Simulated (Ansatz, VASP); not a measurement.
# Tl2Te in two plane-wave programs, part 2 of 2

Aim: how closely do two programs agree when they are given the same cell, functional and k mesh? The cell is generated by rule, not measured, and may not be a known phase. The cell is taken from a series of VASP runs on this material, whose earlier steps may have relaxed, scaled or displaced it; both programs get it as it stands.

VASP 6.6.1 and Ansatz 0.2.0.

So far. Step 2 (VASP: band structure, PBE): The run ends at a pressure of 23.47 GPa.

## (5) VASP: band structure, PBE, spin-orbit coupling

Level of this step: PBE, spin-orbit coupling; plane waves and PAW (Te, Tl_d); invented cell (VASP).

With cell and atoms fixed, the geometry can't cause a difference; cores, projectors, grids and the points listed under the comparison can.

INCAR reads:

```
SYSTEM = Tl2Te
PREC = Accurate
ENCUT = 400
EDIFF = 1E-06
NELM = 100
ISMEAR = 0
SIGMA = 0.02
LREAL = .FALSE.
ALGO = Normal
GGA = PE
LNONCOLLINEAR = .TRUE.
MAGMOM = 0 0 0 0 0 0 0 0 0
NBANDS = 44
GGA_COMPAT = .FALSE.
LASPH = .TRUE.
LSORBIT = .TRUE.
LORBIT = 11
LWAVE = .FALSE.
LCHARG = .FALSE.
KPAR = 4
ISIF = 2
```

POSCAR reads:

```
Tl2Te
1.0
    0.0000000000      3.4015200000      3.4015200000
    3.4015200000      0.0000000000      3.4015200000
    3.4015200000      3.4015200000      0.0000000000
Te Tl
1 2
Direct
    0.0000000000      0.0000000000      0.0000000000
    0.2500000000      0.2500000000      0.2500000000
    0.7500000000      0.7500000000      0.7500000000
```

KPOINTS reads:

```
Automatic mesh
0
Gamma
8 8 8
0 0 0
```

KPOINTS_OPT reads:

```
Line mode
16
Line-mode
Reciprocal
  0.00000000   0.00000000   0.00000000 GAMMA
  0.50000000   0.00000000   0.50000000 X

  0.50000000   0.00000000   0.50000000 X
  0.50000000   0.25000000   0.75000000 W

  0.50000000   0.25000000   0.75000000 W
  0.37500000   0.37500000   0.75000000 K

  0.37500000   0.37500000   0.75000000 K
  0.00000000   0.00000000   0.00000000 GAMMA

  0.00000000   0.00000000   0.00000000 GAMMA
  0.50000000   0.50000000   0.50000000 L

  0.50000000   0.50000000   0.50000000 L
  0.62500000   0.25000000   0.62500000 U

  0.62500000   0.25000000   0.62500000 U
  0.50000000   0.25000000   0.75000000 W

  0.50000000   0.25000000   0.75000000 W
  0.50000000   0.50000000   0.50000000 L

  0.50000000   0.50000000   0.50000000 L
  0.37500000   0.37500000   0.75000000 K

  0.62500000   0.25000000   0.62500000 U
  0.50000000   0.00000000   0.50000000 X
```

PAW data sets: Te and Tl_d (PBE family, release 64).

Launch:

```sh
$ mpirun -np 4 vasp_ncl
```

Numbers of over 12 decimals in the logs are rounded to 6 here.

The program printed:

```text
[... set-up lines as in an earlier step ...]
 entering main loop
       N       E                     dE             d eps       ncg     rms          rms(c)
DAV:   1     0.159393436869E+03    0.15939E+03   -0.13769E+04  2552   0.108E+03
DAV:   2    -0.114463241058E+01   -0.16054E+03   -0.15475E+03  2880   0.271E+02
DAV:   3    -0.693653576407E+01   -0.57919E+01   -0.56698E+01  2920   0.431E+01
DAV:   4    -0.702116344348E+01   -0.84628E-01   -0.84447E-01  3092   0.530E+00
[...]
DAV:  11    -0.693312587527E+01   -0.24692E-04   -0.27957E-05  2948   0.371E-02    0.347E-02
DAV:  12    -0.693315674967E+01   -0.30874E-04   -0.39758E-05  2720   0.357E-02    0.230E-02
DAV:  13    -0.693315764675E+01   -0.89708E-06   -0.78052E-06  2768   0.233E-02
   1 F= -.69331576E+01 E0= -.69331068E+01  d E =-.101655E-03  mag=     0.0000     0.0000     0.0000
 Start KPOINTS_OPT (optional k-point list driver)
k-point batch [1-29\160]
       N       E                     dE             ncg
DAV:   1     0.371744494033E+04   -0.12646E+05     2568
DAV:   2    -0.931577110636E+03   -0.46490E+04     2844
DAV:   3    -0.109865000019E+04   -0.16707E+03     2968
DAV:   4    -0.110101340306E+04   -0.23634E+01     3244
DAV:   5    -0.110105174786E+04   -0.38345E-01     2888
DAV:   6    -0.110105294225E+04   -0.11944E-02     3236
DAV:   7    -0.110105298167E+04   -0.39424E-04     2628
DAV:   8    -0.110105298318E+04   -0.15098E-05     2316
DAV:   9    -0.110105298327E+04   -0.87386E-07     1708
[...]
k-point batch [146-160\160]
       N       E                     dE             ncg
DAV:   1     0.124161877017E+05   -0.10508E+05     1336
DAV:   2     0.100167367465E+05   -0.23995E+04     1516
DAV:   3     0.993991042288E+04   -0.76826E+02     1584
DAV:   4     0.993891139296E+04   -0.99903E+00     1684
DAV:   5     0.993889338526E+04   -0.18008E-01     1476
DAV:   6     0.993889278037E+04   -0.60489E-03     1656
DAV:   7     0.993889276040E+04   -0.19965E-04     1296
DAV:   8     0.993889275959E+04   -0.81388E-06     1128
```

From OUTCAR (step 5):

```text
  Total       11.2616600     11.2616600     11.2616600      0.0000000      0.0000000      0.0000000
  in kB      229.2260188    229.2260188    229.2260188      0.0000000      0.0000000      0.0000000
  external PRESSURE =     229.2260188 kB  Pullay stress =       0.0000000 kB

 POSITION                                       TOTAL-FORCE (eV/Angst)
 -----------------------------------------------------------------------------------
      0.00000      0.00000      0.00000         0.000000      0.000000      0.000000
      1.70076      1.70076      1.70076         0.000000      0.000000      0.000000
      5.10228      5.10228      5.10228        -0.000000     -0.000000     -0.000000
 -----------------------------------------------------------------------------------
    total drift:                               -0.000000     -0.000000     -0.000000

  FREE ENERGIE OF THE ION-ELECTRON SYSTEM (eV)
  ---------------------------------------------------
  free  energy   TOTEN  =        -6.9331576467 eV

  energy  without entropy=       -6.9330559918  energy(sigma->0) =       -6.93310682

 magnetization (x)
# of ion       s       p       d       tot
------------------------------------------
    1        0.000   0.000   0.000   0.000
    2        0.000   0.000   0.000   0.000
    3       -0.000   0.000   0.000   0.000
--------------------------------------------------
tot          0.000   0.000   0.000   0.000

 magnetization (y)
# of ion       s       p       d       tot
------------------------------------------
    1       -0.000   0.000   0.000  -0.000
    2        0.000   0.000   0.000   0.000
    3        0.000  -0.000   0.000  -0.000
--------------------------------------------------
tot          0.000  -0.000   0.000   0.000

 magnetization (z)
# of ion       s       p       d       tot
------------------------------------------
    1       -0.000   0.000   0.000  -0.000
    2       -0.000   0.000   0.000   0.000
    3        0.000   0.000   0.000   0.000
--------------------------------------------------
tot          0.000   0.000   0.000   0.000

[... 1 part as in an earlier step ...]

[... 2 further parts left out ...]
[key lines of the parts left out:]
E-fermi :   8.5407
```

The run ends at a pressure of 22.92 GPa.

## (6) Ansatz: band structure, PBE, spin-orbit coupling

The same cell, functional, mesh and smearing now go to Ansatz, which takes its cutoff from its data sets.

The cell is taken from a series of VASP runs on this material, whose earlier steps may have relaxed, scaled or displaced it; both programs get it as it stands.

input.yaml reads:

```yaml
crystal:
  lattice:
    - [0.0, 3.40152, 3.40152]
    - [3.40152, 0.0, 3.40152]
    - [3.40152, 3.40152, 0.0]
  atoms:
    - { symbol: Te, position: [0.0, 0.0, 0.0] }
    - { symbol: Tl, position: [0.25, 0.25, 0.25] }
    - { symbol: Tl, position: [0.75, 0.75, 0.75] }
hamiltonian:
  xc: pbe
  pseudopotentials: { kind: paw_fr }
magnetization:
  noncollinear: true
  spin_orbit: true
kpoints:
  mp_grid: { grid: [8, 8, 8] }
  band_path:
    path:
      - [0.0, 0.0, 0.0]
      - [0.16667, 0.0, 0.16667]
      - [0.33333, 0.0, 0.33333]
      - [0.5, 0.0, 0.5]
      - [0.5, 0.08333, 0.58333]
      - [0.5, 0.18333, 0.68333]
      - [0.5, 0.25, 0.75]
      - [0.45, 0.3, 0.75]
      - [0.40833, 0.34167, 0.75]
      - [0.35, 0.35, 0.7]
      - [0.225, 0.225, 0.45]
      - [0.075, 0.075, 0.15]
      - [0.03333, 0.03333, 0.03333]
      - [0.23333, 0.23333, 0.23333]
      - [0.4, 0.4, 0.4]
      - [0.51667, 0.46667, 0.51667]
      - [0.55833, 0.38333, 0.55833]
      - [0.60833, 0.28333, 0.60833]
      - [0.60833, 0.25, 0.64167]
      - [0.55833, 0.25, 0.69167]
      - [0.51667, 0.25, 0.73333]
      - [0.5, 0.3, 0.7]
      - [0.5, 0.38333, 0.61667]
      - [0.5, 0.48333, 0.51667]
      - [0.475, 0.475, 0.55]
      - [0.425, 0.425, 0.65]
      - [0.38333, 0.38333, 0.73333]
      - [0.59167, 0.18333, 0.59167]
      - [0.55, 0.1, 0.55]
      - [0.5, 0.0, 0.5]
    npoints: 1
scf:
  occupations: { method: gaussian, width: 0.02 }
  n_extra_bands: 14
output:
  forces: true
  stress: true
  eigenvalues: true
```

Launch:

```sh
$ ansatz run input.yaml --threads 2 --pin off --max-ram 4608MiB --backend cpu --events-out ev --progress --plain --runs-dir out
```

The program printed:

```text
[...]
non-collinear run that drives no moment, with spin-orbit: no starting moment large enough to seed its density (crystal.atoms[].spin), no starting occupations that ask for one, no magnetisation constraint and no magnetic field, so the semilocal B_xc is pinned to zero
Crystal: 3 atoms, lattice volume = 78.713 Å³
[...]
k-point 1: bands = [... 38 lower, 9.9721, 9.9721, 10.3430, 10.3430, 11.8397, 11.8397, 12.9528, 12.9528, ... 10 higher]
  k-point 2: bands = [... 38 lower, 9.5940, 9.5940, 11.3515, 11.3515, 12.5361, 12.5361, 13.4634, 13.4634, ... 10 higher]
  k-point 28: bands = [... 38 lower, 11.2586, 11.2586, 11.5465, 11.5465, 13.2084, 13.2084, 14.1216, 14.1216, ... 10 higher]
[key lines of the parts left out:]
SCF converged after 7 iterations
Magnetization: |M| = 0.0000 μB,  M = (+0.0000, +0.0000, +0.0000) μB
Free energy (F): -29941.260777 eV
Fermi energy:    12.477602 eV
P = ⅓ Tr σ = 22.6999 GPa (226.999 kbar)
```

The job ended after 24 s (2 threads of Arm Neoverse V1, shared host; peak memory 0.62 GiB; 47 s of CPU time).

## (7) Differences

What differs besides the data sets and the points named for the pairs above, as far as they apply: spin-orbit coupling enters by fully relativistic files in Ansatz and inside the spheres in VASP; the data sets hold 42 valence electrons in Ansatz (fully relativistic PAW (standard-fr) files) and 32 in VASP. Total energies have different zeros and are not compared.

Both answers:

| quantity | Ansatz | VASP | difference |
| --- | --- | --- | --- |
| pressure (GPa) | 22.70 | 22.92 | -0.22 |
| pressure without Ansatz's Pulay correction (GPa) | 22.65 | 22.92 | -0.28 |

Levels from 3 eV below to 2 eV above the Fermi level differ by 44 meV r.m.s. and 73 meV at most; each VASP level is matched to the nearest of Ansatz, which flatters the figure a little. Ansatz's pressure holds a Pulay correction of 0.05 GPa; VASP's holds none.

## (8) Outcome

| Quantity | Value |
| --- | --- |
| r.m.s. difference of levels near the Fermi level (band structure, PBE) | 3.9 meV |
| r.m.s. difference of levels near the Fermi level (band structure, PBE, spin-orbit coupling) | 44 meV |

What this shows: The r.m.s. difference of levels near the Fermi level is 44 meV (band structure, PBE, spin-orbit coupling), within the 80 meV picked in this series as the mark of a large difference. 1 further run of this series is not shown here. Such differences can come from data sets, numerical settings and the points named under the comparisons, not from the functional's error against experiment.

[Lines on the potential files, build, host, timing and source positions are cut from VASP's logs without a mark.]

[Logs are printed without paths, hosts, clocks, repeated set-up lines and the standing remarks that a program may print on its own settings, such as how far it seeks lower states.]

[Hosts, paths, dates, database ids (printed as entryN), source tags and the programs' standing remarks are cut or masked in the printed files.]
